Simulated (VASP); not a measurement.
# SiC (P6_3mc) in VASP: notebook, part 2 of 2

VASP 6.6.1.

## Step 4: Relaxation of cell and atoms, PBEsol

File INCAR:

```
ALGO = Normal ; EDIFF = 1E-6
EDIFFG = -0.01 ; ENCUT = 600
GGA = PS ; IBRION = 2
ISIF = 3 ; ISMEAR = 0
KPAR = 2 ; LASPH = True
LCHARG = False ; LREAL = False
LWAVE = False ; NELM = 80
NSW = 90 ; PREC = Accurate
SIGMA = 0.03
```

File KPOINTS:

```
k-points
0
Gamma
  12 12 3
```

File POSCAR:

```
SiC
1.0
    3.0756941497      0.0000000000      0.0000000000
   -1.5378470748      2.6636292679      0.0000000000
    0.0000000000      0.0000000000     10.0706464800
Si C
4 4
Direct
    0.6666666700      0.3333333300      0.9378419800
    0.3333333300      0.6666666700      0.4378419800
    0.0000000000      0.0000000000      0.6878943800
    0.0000000000      0.0000000000      0.1878943800
    0.6666666700      0.3333333300      0.7498025900
    0.3333333300      0.6666666700      0.2498025900
    0.0000000000      0.0000000000      0.5004600500
    0.0000000000      0.0000000000      0.0004600500
```

Potentials or basis: VASP PAW PBE potentials, release 64 (Si, C).

Launch:

```
$ cat potpaw_PBE.64/Si/POTCAR potpaw_PBE.64/C/POTCAR > POTCAR
$ mpirun -np 2 vasp_std > vasp.out
```

OUTCAR:

```text
EDIFF = 1E-6
   EDIFFG = -0.01
   ENCUT = 600
   GGA = PS
   IBRION = 2
   ISIF = 3
   ISMEAR = 0
   LASPH = True
   LREAL = False
   NELM = 80
   NSW = 90
   PREC = Accurate

 ion  position               nearest neighbor table
   1  0.667  0.333  0.938-   8 1.88   8 1.88   8 1.88   5 1.89   3 3.08   3 3.08   3 3.08   4 3.08
                             4 3.08   4 3.08
   2  0.333  0.667  0.438-   7 1.88   7 1.88   7 1.88   6 1.89   4 3.08   4 3.08   4 3.08   3 3.08
                             3 3.08   3 3.08
   3  0.000  0.000  0.688-   5 1.88   5 1.88   5 1.88   7 1.89   1 3.08   1 3.08   1 3.08   2 3.08
                             2 3.08   2 3.08
   4  0.000  0.000  0.188-   6 1.88   6 1.88   6 1.88   8 1.89   2 3.08   2 3.08   2 3.08   1 3.08
                             1 3.08   1 3.08
   5  0.667  0.333  0.750-   3 1.88   3 1.88   3 1.88   1 1.89
   6  0.333  0.667  0.250-   4 1.88   4 1.88   4 1.88   2 1.89
   7  0.000  0.000  0.500-   2 1.88   2 1.88   2 1.88   3 1.89
   8  0.000  0.000  0.000-   1 1.88   1 1.88   1 1.88   4 1.89

  LATTYP: Found a hexagonal cell.
 ALAT       =     3.0756941497
 C/A-ratio  =     3.2742678530

  Lattice vectors:

 A1 = (   3.0756941497,   0.0000000000,   0.0000000000)
 A2 = (  -1.5378470748,   2.6636292679,   0.0000000000)
 A3 = (   0.0000000000,   0.0000000000,  10.0706464800)

Analysis of symmetry for initial positions (statically):
=====================================================================
[... 196 lines left out ...]
  -------------------------------------------------------------------------------------
  Total        0.3731365      0.3731365      0.3100599      0.0000000      0.0000000      0.0000000
  in kB        7.2460958      7.2460958      6.0211835      0.0000000      0.0000000      0.0000000
  external PRESSURE =       6.8377917 kB  Pullay stress =       0.0000000 kB
[... 71 lines left out ...]
--------------------------------------- Ionic step        3  -------------------------------------------

 number of electron      32.0000001 magnetization

 Free energy of the ion-electron system (eV)
  ---------------------------------------------------
  ext. energy  EPLUGINS =         0.00000000
  ---------------------------------------------------
  free energy    TOTEN  =       -63.67601494 eV

  energy without entropy =      -63.67601494  energy(sigma->0) =      -63.67601494

 E-fermi :   8.2677     XC(G=0): -11.5026

 val. band max:        8.1247659919   @ k =   0.0000   0.0000   0.0000
 cond. band min:      10.2340051082   @ k =   0.5000   0.0000   0.0000
 fundamental gap:      2.1092391163
 Fermi energy:         8.2676752162

 k-point     1 :       0.0000    0.0000    0.0000
  band No.  band energies     occupation
      1      -7.3776      2.00000
      2      -6.1943      2.00000
      3      -6.1586      2.00000
      4      -3.7733      2.00000
      5      -0.5500      2.00000
      6       3.7208      2.00000
[... 565 lines left out ...]
     20      13.3164      0.00000
     21      13.8377      0.00000

 [... further k-points ...]
[... 5 lines left out ...]
  --------------------------------------------------------------------------------------
  -------------------------------------------------------------------------------------
  Total        0.0036002      0.0036002      0.0001451      0.0000000      0.0000000      0.0000000
  in kB        0.0697033      0.0697033      0.0028086      0.0000000      0.0000000      0.0000000
  external PRESSURE =       0.0474051 kB  Pullay stress =       0.0000000 kB
[... 23 lines left out ...]
  FREE ENERGIE OF THE ION-ELECTRON SYSTEM (eV)
  ---------------------------------------------------
  free  energy   TOTEN  =       -63.6760149448 eV

  energy  without entropy=      -63.6760149448  energy(sigma->0) =      -63.67601494

 reached required accuracy - stopping structural energy minimisation
```

OSZICAR:

```text
N       E                     dE             d eps       ncg     rms          rms(c)
DAV:   1     0.968596924069E+02    0.96860E+02   -0.16237E+04  1596   0.155E+03
DAV:   2    -0.629717950471E+02   -0.15983E+03   -0.15146E+03  2228   0.230E+02
DAV:   3    -0.707607249760E+02   -0.77889E+01   -0.77418E+01  1976   0.523E+01
DAV:   4    -0.708924435848E+02   -0.13172E+00   -0.13140E+00  1987   0.761E+00
[... 19 lines left out ...]
DAV:   1    -0.636762700582E+02   -0.89265E-03   -0.11027E-02  1781   0.748E-01    0.123E-01
DAV:   2    -0.636760678899E+02    0.20217E-03   -0.44095E-04  1886   0.127E-01    0.602E-02
DAV:   3    -0.636760195051E+02    0.48385E-04   -0.14411E-04  1841   0.629E-02    0.115E-02
DAV:   4    -0.636760151029E+02    0.44022E-05   -0.13324E-05  1951   0.194E-02    0.535E-03
DAV:   5    -0.636760149448E+02    0.15814E-06   -0.10062E-06  1149   0.581E-03
   3 F= -.63676015E+02 E0= -.63676015E+02  d E =-.532817E-03
```

CONTCAR:

```text
SiC
   1.00000000000000
     3.0789830399125333    0.0000000000000617    0.0000000000000000
    -1.5394915199061598    2.6664775303742445    0.0000000000000000
    -0.0000000000000000    0.0000000000000000   10.0795947972548490
  Si              C
     4     4
Direct
     0.6666666699999979    0.3333333300000021    0.9378313346207183
     0.3333333300000021    0.6666666699999979    0.4378313346207183
     0.0000000000000000    0.0000000000000000    0.6878993575389296
     0.0000000000000000    0.0000000000000000    0.1878993575389296
     0.6666666699999979    0.3333333300000021    0.7498119035726269
     0.3333333300000021    0.6666666699999979    0.2498119035726269
     0.0000000000000000    0.0000000000000000    0.5004564042677325
     0.0000000000000000    0.0000000000000000    0.0004564042677325

  0.00000000E+00  0.00000000E+00  0.00000000E+00
  0.00000000E+00  0.00000000E+00  0.00000000E+00
  0.00000000E+00  0.00000000E+00  0.00000000E+00
  0.00000000E+00  0.00000000E+00  0.00000000E+00
  0.00000000E+00  0.00000000E+00  0.00000000E+00
  0.00000000E+00  0.00000000E+00  0.00000000E+00
  0.00000000E+00  0.00000000E+00  0.00000000E+00
  0.00000000E+00  0.00000000E+00  0.00000000E+00
```

It took 85 s on 2 MPI ranks of AMD EPYC 7R13 (Zen 3), shared host; peak memory 0.24 GiB.

Results:

```
Free energy                            : -63.6760 eV
Relaxed volume                         : 10.34 Å³/atom
Relaxed cell                           : a = 3.079 Å, b = 3.079 Å, c = 10.080 Å, α = 90.00°, β = 90.00°, γ = 120.00°
Space group after relaxing (to 0.05 Å) : P6_3mc (No. 186)
Energy gained by relaxing              : 0.1 meV/atom
Ionic steps                            : 3
Pressure after relaxing                : 0.0 GPa
Band gap on the k mesh                 : 2.11 eV, indirect (least direct gap 3.23 eV)
```

Forces on the atoms (eV/Å):
```
Si   0.000  0.000  0.002
Si   0.000  0.000  0.002
Si   0.000  0.000  0.002
Si   0.000  0.000  0.002
C    0.000  0.000 -0.001
C    0.000  0.000 -0.001
C    0.000  0.000 -0.002
C    0.000  0.000 -0.002
```

The path:
```tsv
step	energy change (eV)	largest force (eV/Å)	pressure (GPa)	volume (Å³)
1	0.0000	0.0047	0.68	82.50
2	0.0001	0.0093	-0.73	83.03
3	-0.0005	0.0025	0.00	82.75
```

Final structure:
```yaml
crystal:
  lattice:
    - [3.07898, 0.00000, 0.00000]
    - [-1.53949, 2.66648, 0.00000]
    - [0.00000, 0.00000, 10.07959]
  atoms:
    - { symbol: Si, position: [0.66667, 0.33333, 0.93783] }
    - { symbol: Si, position: [0.33333, 0.66667, 0.43783] }
    - { symbol: Si, position: [0.00000, 0.00000, 0.68790] }
    - { symbol: Si, position: [0.00000, 0.00000, 0.18790] }
    - { symbol: C, position: [0.66667, 0.33333, 0.74981] }
    - { symbol: C, position: [0.33333, 0.66667, 0.24981] }
    - { symbol: C, position: [0.00000, 0.00000, 0.50046] }
    - { symbol: C, position: [0.00000, 0.00000, 0.00046] }
```

Caveat: the PAW data sets were made with another functional, which shifts forces and pressure a little; an odd mesh through Γ misses points on the zone boundary, where band edges often lie.

## Step 5: Relaxation of cell and atoms, PBEsol

This run uses another cell than the first one, of 10.34 Å³/atom, 1.003 times its volume.

Changes to INCAR since step 4:

```diff
@@ -1,3 +1,3 @@
-ALGO = Normal ; EDIFF = 1E-6
-EDIFFG = -0.01 ; ENCUT = 600
+ALGO = Normal ; EDIFF = 1E-7
+EDIFFG = -0.005 ; ENCUT = 600
 GGA = PS ; IBRION = 2
```

KPOINTS is that of step 4.

File POSCAR:

```
SiC                                     
1.0
    3.0789830399      0.0000000000      0.0000000000
   -1.5394915199      2.6664775304      0.0000000000
   -0.0000000000      0.0000000000     10.0795947973
  Si              C             
     4     4
Direct
     0.6666666699999979    0.3333333300000021    0.9378313346207183
     0.3333333300000021    0.6666666699999979    0.4378313346207183
     0.0000000000000000    0.0000000000000000    0.6878993575389296
     0.0000000000000000    0.0000000000000000    0.1878993575389296
     0.6666666699999979    0.3333333300000021    0.7498119035726269
     0.3333333300000021    0.6666666699999979    0.2498119035726269
     0.0000000000000000    0.0000000000000000    0.5004564042677325
     0.0000000000000000    0.0000000000000000    0.0004564042677325
```

Launch:

```
$ cat potpaw_PBE.64/Si/POTCAR potpaw_PBE.64/C/POTCAR > POTCAR
$ mpirun -np 2 vasp_std > vasp.out
```

Run time: 57 s. Hardware: 2 MPI ranks of AMD EPYC 7R13 (Zen 3), shared host; peak memory 0.23 GiB.

Results (log left out):

```yaml
Free_energy: -63.6763 eV
Pressure_after_relaxing: 0.0 GPa
Band_gap_on_the_k_mesh: 2.11 eV, indirect (least direct gap 3.23 eV)
```

Forces in eV/Å, atoms in the order of the input:
```
Si   0.000  0.000  0.002
Si   0.000  0.000  0.002
Si   0.000  0.000  0.002
Si   0.000  0.000  0.002
C    0.000  0.000 -0.001
C    0.000  0.000 -0.001
C    0.000  0.000 -0.002
C    0.000  0.000 -0.002
```

Final structure:
```
Si C
1.0
     3.07898    0.00000    0.00000
    -1.53949    2.66648    0.00000
     0.00000    0.00000   10.07959
Si C
4 4
Cartesian
  1.5395 0.8888 9.4530
  0.0000 1.7777 4.4132
  0.0000 0.0000 6.9337
  0.0000 0.0000 1.8939
  1.5395 0.8888 7.5578
  0.0000 1.7777 2.5180
  0.0000 0.0000 5.0444
  0.0000 0.0000 0.0046
```

Levels at points of the mesh, in eV from the valence-band top:
```csv
k point,band 12,band 13,band 14,band 15,band 16,band 17,band 18,band 19,band 20,band 21
"(0.00, 0.00, 0.00)",-0.59,-0.59,-0.05,0.00,0.00,5.03,5.60,6.24,6.24,6.91
"(0.50, 0.00, 0.00)",-2.40,-2.38,-2.23,-1.59,-1.13,2.11,2.24,4.11,4.65,5.19
```

Caveat: the relaxation stopped at its first step, so nothing moved; the PAW data sets were made with another functional, which shifts forces and pressure a little; an odd mesh through Γ misses points on the zone boundary, where band edges often lie.

## Step 6: Relaxation of cell and atoms, LDA

File INCAR:

```
PREC = Accurate ; ENCUT = 600
EDIFF = 1E-6 ; ISMEAR = 0
SIGMA = 0.03 ; LREAL = F
LASPH = T ; NELM = 80
ALGO = Normal ; ISIF = 3
LWAVE = F ; LCHARG = F
IBRION = 2 ; NSW = 90
EDIFFG = -0.01 ; KPAR = 2
```

File KPOINTS:

```
Automatic mesh
0
Gamma
  12 12 3
```

File POSCAR:

```
SiC
1.0
    3.0756941497      0.0000000000      0.0000000000
   -1.5378470748      2.6636292679      0.0000000000
    0.0000000000      0.0000000000     10.0706464800
Si C
4 4
Direct
    0.6666666700      0.3333333300      0.9378419800
    0.3333333300      0.6666666700      0.4378419800
    0.0000000000      0.0000000000      0.6878943800
    0.0000000000      0.0000000000      0.1878943800
    0.6666666700      0.3333333300      0.7498025900
    0.3333333300      0.6666666700      0.2498025900
    0.0000000000      0.0000000000      0.5004600500
    0.0000000000      0.0000000000      0.0004600500
```

Potentials or basis: VASP PAW LDA potentials, release 64 (Si, C).

Launch:

```
$ cat potpaw_LDA.64/Si/POTCAR potpaw_LDA.64/C/POTCAR > POTCAR
$ mpirun -np 2 vasp_std > vasp.out
```

OUTCAR:

```text
PREC = Accurate
   ENCUT = 600
   EDIFF = 1E-6
   ISMEAR = 0
   LREAL = F
   LASPH = T
   NELM = 80
   ISIF = 3
   IBRION = 2
   NSW = 90
   EDIFFG = -0.01

 ion  position               nearest neighbor table
   1  0.667  0.333  0.938-   8 1.88   8 1.88   8 1.88   5 1.89   3 3.08   3 3.08   3 3.08   4 3.08
                             4 3.08   4 3.08
   2  0.333  0.667  0.438-   7 1.88   7 1.88   7 1.88   6 1.89   4 3.08   4 3.08   4 3.08   3 3.08
                             3 3.08   3 3.08
   3  0.000  0.000  0.688-   5 1.88   5 1.88   5 1.88   7 1.89   1 3.08   1 3.08   1 3.08   2 3.08
                             2 3.08   2 3.08
   4  0.000  0.000  0.188-   6 1.88   6 1.88   6 1.88   8 1.89   2 3.08   2 3.08   2 3.08   1 3.08
                             1 3.08   1 3.08
   5  0.667  0.333  0.750-   3 1.88   3 1.88   3 1.88   1 1.89
   6  0.333  0.667  0.250-   4 1.88   4 1.88   4 1.88   2 1.89
   7  0.000  0.000  0.500-   2 1.88   2 1.88   2 1.88   3 1.89
   8  0.000  0.000  0.000-   1 1.88   1 1.88   1 1.88   4 1.89

  LATTYP: Found a hexagonal cell.
 ALAT       =     3.0756941497
 C/A-ratio  =     3.2742678530

  Lattice vectors:

 A1 = (   3.0756941497,   0.0000000000,   0.0000000000)
 A2 = (  -1.5378470748,   2.6636292679,   0.0000000000)
 A3 = (   0.0000000000,   0.0000000000,  10.0706464800)

Analysis of symmetry for initial positions (statically):
[... 196 lines left out ...]
  --------------------------------------------------------------------------------------
  -------------------------------------------------------------------------------------
  Total       -1.8282218     -1.8282218     -1.8499826     -0.0000000      0.0000000     -0.0000000
  in kB      -35.5030118    -35.5030118    -35.9255936     -0.0000000      0.0000000     -0.0000000
  external PRESSURE =     -35.6438724 kB  Pullay stress =       0.0000000 kB
[... 71 lines left out ...]
--------------------------------------- Ionic step        3  -------------------------------------------

 number of electron      32.0000002 magnetization

 Free energy of the ion-electron system (eV)
  ---------------------------------------------------
  ext. energy  EPLUGINS =         0.00000000
  ---------------------------------------------------
  free energy    TOTEN  =       -66.59091129 eV

  energy without entropy =      -66.59091129  energy(sigma->0) =      -66.59091129

 E-fermi :   8.5359     XC(G=0): -11.6353

 val. band max:        8.3477107746   @ k =   0.0000   0.0000   0.0000
 cond. band min:      10.5198717638   @ k =   0.5000   0.0000   0.0000
 fundamental gap:      2.1721609891
 Fermi energy:         8.5359311076

 k-point     1 :       0.0000    0.0000    0.0000
  band No.  band energies     occupation
      1      -7.1956      2.00000
      2      -5.9948      2.00000
      3      -5.9582      2.00000
      4      -3.5068      2.00000
      5      -0.3897      2.00000
      6       3.9533      2.00000
[... 565 lines left out ...]
     20      13.6353      0.00000
     21      14.1438      0.00000

 [... further k-points ...]
[... 5 lines left out ...]
  --------------------------------------------------------------------------------------
  -------------------------------------------------------------------------------------
  Total        0.0052310      0.0052310     -0.0237111      0.0000000      0.0000000     -0.0000000
  in kB        0.1032197      0.1032197     -0.4678744      0.0000000      0.0000000     -0.0000000
  external PRESSURE =      -0.0871450 kB  Pullay stress =       0.0000000 kB
[... 23 lines left out ...]
  FREE ENERGIE OF THE ION-ELECTRON SYSTEM (eV)
  ---------------------------------------------------
  free  energy   TOTEN  =       -66.5909112890 eV

  energy  without entropy=      -66.5909112890  energy(sigma->0) =      -66.59091129

 reached required accuracy - stopping structural energy minimisation
```

OSZICAR:

```text
N       E                     dE             d eps       ncg     rms          rms(c)
DAV:   1     0.941611335761E+02    0.94161E+02   -0.16235E+04  1596   0.155E+03
DAV:   2    -0.667676264661E+02   -0.16093E+03   -0.15255E+03  2223   0.231E+02
DAV:   3    -0.746068369243E+02   -0.78392E+01   -0.77918E+01  1976   0.528E+01
[... 23 lines left out ...]
DAV:   2    -0.665925208341E+02    0.57174E-02   -0.11891E-02  1886   0.660E-01    0.314E-01
DAV:   3    -0.665910838587E+02    0.14370E-02   -0.38171E-03  1824   0.322E-01    0.614E-02
DAV:   4    -0.665909353315E+02    0.14853E-03   -0.37950E-04  1941   0.103E-01    0.251E-02
DAV:   5    -0.665909122624E+02    0.23069E-04   -0.28853E-05  1856   0.304E-02    0.201E-02
DAV:   6    -0.665909112890E+02    0.97336E-06   -0.61081E-07  1278   0.575E-03
   3 F= -.66590911E+02 E0= -.66590911E+02  d E =-.147931E-01
```

Run time: 78 s. Hardware: 2 MPI ranks of Intel Xeon Platinum 8259CL at 2.50GHz (Skylake/Cascade Lake), shared host; peak memory 0.22 GiB.

Results:

| Quantity | Value |
| --- | --- |
| Free energy | -66.5909 eV |
| Relaxed volume | 10.15 Å³/atom |
| Relaxed cell | a = 3.059 Å, b = 3.059 Å, c = 10.017 Å, α = 90.00°, β = 90.00°, γ = 120.00° |
| Space group after relaxing (to 0.05 Å) | P6_3mc (No. 186) |
| Energy gained by relaxing | 1.8 meV/atom |
| Ionic steps | 3 |
| Pressure after relaxing | 0.0 GPa |
| Largest force after relaxing | 0.004 eV/Å |
| Band gap on the k mesh | 2.17 eV, indirect (least direct gap 3.30 eV) |

Forces on the atoms (eV/Å):
```
Si   0.000  0.000 -0.004
Si   0.000  0.000 -0.004
Si   0.000  0.000  0.002
Si   0.000  0.000  0.002
C    0.000  0.000  0.002
C    0.000  0.000  0.002
C    0.000  0.000 -0.001
C    0.000  0.000 -0.001
```

Step by step:
```
step  energy change (eV)  largest force (eV/Å)  pressure (GPa)  volume (Å³)
   1              0.0000                0.0045           -3.56        82.50
   2              0.0029                0.0134            4.11        79.79
   3             -0.0148                0.0039           -0.01        81.20
```

Final structure:
```cif
data_structure
_symmetry_space_group_name_H-M 'P 1'
_symmetry_Int_Tables_number 1
_cell_length_a 3.0594
_cell_length_b 3.0594
_cell_length_c 10.0167
_cell_angle_alpha 90.000
_cell_angle_beta 90.000
_cell_angle_gamma 120.000
_cell_volume 81.20
loop_
_atom_site_label
_atom_site_type_symbol
_atom_site_fract_x
_atom_site_fract_y
_atom_site_fract_z
_atom_site_occupancy
Si1 Si 0.66667 0.33333 0.93785 1
Si2 Si 0.33333 0.66667 0.43785 1
Si3 Si 0.00000 0.00000 0.68789 1
Si4 Si 0.00000 0.00000 0.18789 1
C1 C 0.66667 0.33333 0.74980 1
C2 C 0.33333 0.66667 0.24980 1
C3 C 0.00000 0.00000 0.50046 1
C4 C 0.00000 0.00000 0.00046 1
```

Caveat: an odd mesh through Γ misses points on the zone boundary, where band edges often lie.

## Step 7: Overview

| level | potentials or basis | gap on the mesh (eV) | pressure (GPa) |
| --- | --- | --- | --- |
| r2SCAN | VASP PAW PBE potentials, release 64 (Si, C) | 2.61 | 0.1 |
| PBEsol | VASP PAW PBE potentials, release 64 (Si, C) | 2.11 | 0.0 |
| LDA | VASP PAW LDA potentials, release 64 (Si, C) | 2.17 | 0.0 |

Alike in all rows: task relaxation of cell and atoms; no spin polarisation; cell relaxed; k mesh 12 × 12 × 3; cutoff (eV) 600; smearing gaussian 0.03 eV.

Caveats: an odd mesh through Γ misses points on the zone boundary, where band edges often lie; the relaxation stopped at its first step, so nothing moved (some runs); the PAW data sets were made with another functional, which shifts forces and pressure a little (some runs).

Absolute energies hang on the potentials; compare differences alone.
